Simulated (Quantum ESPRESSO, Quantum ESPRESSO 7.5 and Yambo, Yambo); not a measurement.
# LiCl (Fm-3m): G0W0 with Yambo, start to end

Aim: the G0W0 gap of LiCl (Fm-3m) on PBE, step by step.

Main program and level: Quantum ESPRESSO 7.5 and Yambo 5.3.0; PBE and many-body steps on it, plane waves.

Report form: the programs' logs are mostly left out.

## (1) Starting point

The structure is cubic, space group Fm-3m (No. 225). Conventional cell: a = 5.143 Å, b = 5.143 Å, c = 5.143 Å, α = 90.00°, β = 90.00°, γ = 90.00°. Nearest to Li lie 6 Cl at 2.57 Å. Nearest to Cl lie 6 Li at 2.57 Å. Farther neighbours and most contacts between anions are not listed.

The cell and positions come from the Crystallography Open Database and are kept as given unless a step says otherwise.

## (2) Ground state

This step: Quantum ESPRESSO 7.5; DFT, PBE, plane waves, norm-conserving pseudopotentials.

The ground-state density comes first.

File pw.in:

```
&control
  calculation = 'scf'
  prefix = 'x'
  outdir = 'o'
  pseudo_dir = 'pseudo'
/
&system
  ibrav = 0
  nat = 2
  ntyp = 2
  ecutwfc = 66.0
  nbnd = 10
  force_symmorphic = .true.
/
&electrons
  conv_thr = 1e-10
  electron_maxstep = 80
  mixing_beta = 0.5
/
ATOMIC_SPECIES
  Li 6.94 Li.upf
  Cl 35.45 Cl.upf
CELL_PARAMETERS angstrom
  0.0000000000 2.5715000000 2.5715000000
  2.5715000000 0.0000000000 2.5715000000
  2.5715000000 2.5715000000 -0.0000000000
ATOMIC_POSITIONS crystal
  Li 0.0000000000 0.0000000000 0.0000000000
  Cl 0.5000000000 0.5000000000 0.5000000000
K_POINTS automatic
  8 8 8 0 0 0
```

The run is started by

```console
$ OMP_NUM_THREADS=1 mpirun -n 4 pw.x -nk 4 -in pw.in > pw.out
```

The job ended after 4.9 s (4 MPI ranks of Intel Xeon Platinum 8259CL at 2.50GHz (Skylake/Cascade Lake), shared host; peak memory 0.23 GiB).

This step gave:

- total energy: -645.9153 eV
- gap: 6.285 eV
- k of the valence top: 0, 0, 0
- k of the conduction bottom: 0, 0, 0
- least direct gap: 6.285 eV

The gap is direct, at Γ.

## (3) Bands along the symmetry lines

The cheap functional maps the bands first; the places of the edges decide which points the dearer methods must see.

File pw.in:

```
&control
  calculation = 'bands'
  prefix = 'x'
  outdir = 'o'
  pseudo_dir = 'pseudo'
/
&system
  ibrav = 0
  nat = 2
  ntyp = 2
  ecutwfc = 66.0
  nbnd = 11
  force_symmorphic = .true.
/
&electrons
  conv_thr = 1e-9
  electron_maxstep = 80
  diago_full_acc = .true.
  diago_thr_init = 5e-6
/
ATOMIC_SPECIES
  Li 6.94 Li.upf
  Cl 35.45 Cl.upf
CELL_PARAMETERS angstrom
  0.0000000000 2.5715000000 2.5715000000
  2.5715000000 0.0000000000 2.5715000000
  2.5715000000 2.5715000000 -0.0000000000
ATOMIC_POSITIONS crystal
  Li 0.0000000000 0.0000000000 0.0000000000
  Cl 0.5000000000 0.5000000000 0.5000000000
K_POINTS crystal
  50
  0.00000000 0.00000000 0.00000000 1
  0.06250000 0.00000000 0.06250000 1
  0.12500000 0.00000000 0.12500000 1
  0.18750000 0.00000000 0.18750000 1
  0.25000000 0.00000000 0.25000000 1
  0.31250000 0.00000000 0.31250000 1
  0.37500000 0.00000000 0.37500000 1
  0.43750000 0.00000000 0.43750000 1
  0.50000000 0.00000000 0.50000000 1
  0.51562500 0.03125000 0.51562500 1
  0.53125000 0.06250000 0.53125000 1
  0.54687500 0.09375000 0.54687500 1
  0.56250000 0.12500000 0.56250000 1
  0.57812500 0.15625000 0.57812500 1
  0.59375000 0.18750000 0.59375000 1
  0.60937500 0.21875000 0.60937500 1
  0.62500000 0.25000000 0.62500000 1
  0.37500000 0.37500000 0.75000000 1
  0.32812500 0.32812500 0.65625000 1
  0.28125000 0.28125000 0.56250000 1
  0.23437500 0.23437500 0.46875000 1
  0.18750000 0.18750000 0.37500000 1
  0.14062500 0.14062500 0.28125000 1
  0.09375000 0.09375000 0.18750000 1
  0.04687500 0.04687500 0.09375000 1
  0.00000000 0.00000000 0.00000000 1
  0.06250000 0.06250000 0.06250000 1
  0.12500000 0.12500000 0.12500000 1
  0.18750000 0.18750000 0.18750000 1
  0.25000000 0.25000000 0.25000000 1
  0.31250000 0.31250000 0.31250000 1
  0.37500000 0.37500000 0.37500000 1
  0.43750000 0.43750000 0.43750000 1
  0.50000000 0.50000000 0.50000000 1
  0.50000000 0.46875000 0.53125000 1
  0.50000000 0.43750000 0.56250000 1
  0.50000000 0.40625000 0.59375000 1
  0.50000000 0.37500000 0.62500000 1
  0.50000000 0.34375000 0.65625000 1
  0.50000000 0.31250000 0.68750000 1
  0.50000000 0.28125000 0.71875000 1
  0.50000000 0.25000000 0.75000000 1
  0.50000000 0.21875000 0.71875000 1
  0.50000000 0.18750000 0.68750000 1
  0.50000000 0.15625000 0.65625000 1
  0.50000000 0.12500000 0.62500000 1
  0.50000000 0.09375000 0.59375000 1
  0.50000000 0.06250000 0.56250000 1
  0.50000000 0.03125000 0.53125000 1
  0.50000000 0.00000000 0.50000000 1
```

Run time: 4.7 s. Hardware: 4 MPI ranks; peak memory 0.22 GiB.

This step gave:

| Item | Value |
| --- | --- |
| gap | 6.282 eV |
| k of the valence top | 0.0469, 0.0469, 0.0938 |
| k of the conduction bottom | 0, 0, 0 |
| least direct gap | 6.285 eV |

The gap is 6.282 eV, −0.002 eV from the run before at this level.

The electronic bands at the labelled points (eV, zero at the top of the highest filled band; v1 is the highest filled band, c1 the lowest empty one):

```
    point      v4     v3     v2     v1    c1     c2     c3     c4
        Γ  -13.37   0.00   0.00   0.00  6.28  11.79  11.79  11.79
  halfway  -13.01  -1.49  -0.58  -0.58  8.48   9.49   9.68  12.42
        X  -12.57  -2.86  -1.09  -1.09  7.81   8.26  12.37  14.06
  halfway  -12.58  -2.75  -1.31  -1.01  7.94   8.69  12.06  13.04
        U  -12.60  -2.45  -1.76  -0.82  8.04   9.86  11.37  11.65
jump to K  -12.60  -2.45  -1.76  -0.82  8.04   9.86  11.37  11.65
  halfway  -13.00  -1.69  -0.85  -0.09  7.91  10.03  10.29  10.78
        Γ  -13.37   0.00   0.00   0.00  6.28  11.79  11.79  11.79
  halfway  -13.11  -1.56  -0.13  -0.13  7.18  10.60  10.60  10.89
        L  -12.81  -2.78  -0.25  -0.25  6.74   9.43   9.43  12.89
  halfway  -12.70  -2.51  -1.29  -0.57  8.17   9.25  10.46  11.65
        W  -12.58  -2.09  -2.09  -1.05  9.46  10.08  10.36  10.36
  halfway  -12.58  -2.65  -1.42  -1.07  8.29   8.90  11.76  12.07
        X  -12.57  -2.86  -1.09  -1.09  7.81   8.26  12.37  14.06
```

## (4) Empty states on the mesh, 4×4×4 mesh, 146 bands

The sums over transitions need many empty states on a uniform mesh; this step solves for them.

File pw.in:

```
&control
  calculation = 'nscf'
  prefix = 'x'
  outdir = 'o'
  pseudo_dir = 'pseudo'
/
&system
  ibrav = 0
  nat = 2
  ntyp = 2
  ecutwfc = 66.0
  nbnd = 146
  force_symmorphic = .true.
/
&electrons
  conv_thr = 1e-9
  electron_maxstep = 80
  diago_full_acc = .true.
  diago_thr_init = 5e-6
/
ATOMIC_SPECIES
  Li 6.94 Li.upf
  Cl 35.45 Cl.upf
CELL_PARAMETERS angstrom
  0.0000000000 2.5715000000 2.5715000000
  2.5715000000 0.0000000000 2.5715000000
  2.5715000000 2.5715000000 -0.0000000000
ATOMIC_POSITIONS crystal
  Li 0.0000000000 0.0000000000 0.0000000000
  Cl 0.5000000000 0.5000000000 0.5000000000
K_POINTS automatic
  4 4 4 0 0 0
```

Wall time 7.3 s (4 MPI ranks); peak memory 0.32 GiB.

Numbers from this step:

```
gap                                                           : 6.285 eV
k of the valence top                                          : 0, 0, 0
k of the conduction bottom                                    : 0, 0, 0
least direct gap                                              : 6.285 eV
k points computed                                             : 8
lowest point of the top converged band, above the valence top : 139.9995 eV
```

On this mesh the gap is 6.285 eV.

## (5) Conversion and set-up

This step: Yambo 5.3.0; conversion and set-up on PBE, plane waves, norm-conserving pseudopotentials.

The states are converted to the many-body program's format and the q mesh is built.

The run is started by

```console
$ (cd o/x.save; p2y > p2y.log; mv SAVE ../..); yambo > setup.log
```

Wall time 3.1 s (1 MPI rank); peak memory 0.24 GiB.

## (6) Screening and self-energy, 4×4×4 mesh, 146 bands, screening to 210.9 eV

G0W0 replaces the xc potential by the self-energy, built once from these orbitals. Only a window of levels is corrected, while the sums run over the empty bands that the input names.

This step: G0W0 on PBE, plane waves, norm-conserving pseudopotentials.

File gw1.in:

```
HF_and_locXC
gw0
dyson
ppa
em1d
rim_cut
RandQpts= 1000000
RandGvec= 1 RL
EXXRLvcs= 66 Ry
VXCRLvcs= 264 Ry
Chimod= "HARTREE"
% BndsRnXp
 1 | 146 |
%
NGsBlkXp= 15.5 Ry
% LongDrXp
 1 | 1 | 1 |
%
% GbndRnge
 1 | 146 |
%
DysSolver= "n"
ExtendOut
PPAPntXp= 27.21138 eV
% QPkrange
 1 | 1 | 4 | 7 |
%
```

The run is started by

```console
$ OMP_NUM_THREADS=1 mpirun -n 4 yambo -F gw1.in -J gw1 -C gw1 > gw1.log
```

The job ended after 90 s (4 MPI ranks; peak memory 1.4 GiB).

This step gave:

| Property | Result |
| --- | --- |
| G0W0 gap on the points computed | 9.000 eV |
| starting gap on the mesh | 6.285 eV |
| k of the valence top | 0, 0, 0 |
| k of the conduction bottom | 0, 0, 0 |
| least direct G0W0 gap on the computed points | 9.000 eV |
| Z at the valence top | 0.8099 |
| Z at the conduction bottom | 0.8511 |

The gap on the mesh goes from 6.28 eV to 9.00 eV, a correction of +2.72 eV.

Limits: finite bands, cutoff and mesh; coarse k mesh. v1 is the top filled band, c1 the lowest empty one. Levels before and after the correction, in eV, zero at the valence-band top of each column:

```
           conduction bottom  valence top
Kohn-Sham               6.28         0.00
     G0W0               9.00         0.00
```

```
             level  energy (eV)
Kohn-Sham  Γ v2-v1        0.000
Kohn-Sham     Γ c1        6.285
Kohn-Sham     Γ c2       11.792
     G0W0  Γ v2-v1        0.000
     G0W0     Γ c1        9.000
     G0W0     Γ c2       15.007
```

## (7) Where the time went

Times are wall times on the hardware named with each run, good to a factor of about two.

```
                          step   time  share  memory (GiB)
                  ground state  4.9 s    4 %          0.23
bands along the symmetry lines  4.7 s    4 %          0.22
      empty states on the mesh  7.3 s    7 %          0.32
         conversion and set-up  3.1 s    3 %          0.24
     screening and self-energy   90 s   82 %           1.4
```

## (8) Results

```json
{"PBE gap": "6.28 eV, indirect (only 2 meV under the direct gap)", "G0W0 gap on the mesh": "9.00 eV", "GW settings": "4×4×4 mesh, 146 bands, screening to 210.9 eV, Godby-Needs plasmon pole", "known limits": "not at the basis limit; coarse k mesh"}
```

In words: G0W0 moves the gap on the mesh from 6.28 eV to 9.00 eV (+2.72 eV), with Z of 0.81 and 0.85 at the edges. Only 1 of the mesh's irreducible points was corrected, so a valley elsewhere could overtake. The dearest step here is «screening and self-energy». Bands and cutoff are finite, so the gap is not at the basis limit. The miss can reach some tenths of an eV and take either sign; the mesh is an error of its own. In the G0W0 run levels were corrected at 1 k point alone, so a gap called «on the mesh» is the least over those, and an edge elsewhere would be missed. The 4×4×4 mesh is coarse for this cell, which bears on the long-range parts of exchange and screening.

[Paths, hosts, dates, memory and timing lines, banners, echoed tables and standing remarks are left out of the program output.]

[Logs are printed without paths, hosts, clocks, repeated set-up lines and the standing remarks that a program may print on its own settings, such as how far it seeks lower states.]

[Runs of the session that timed out or met a known fault of the program may be left out.]

[Hosts, paths, dates, database ids (printed as entryN), source tags and the programs' standing remarks are cut or masked in the printed files.]
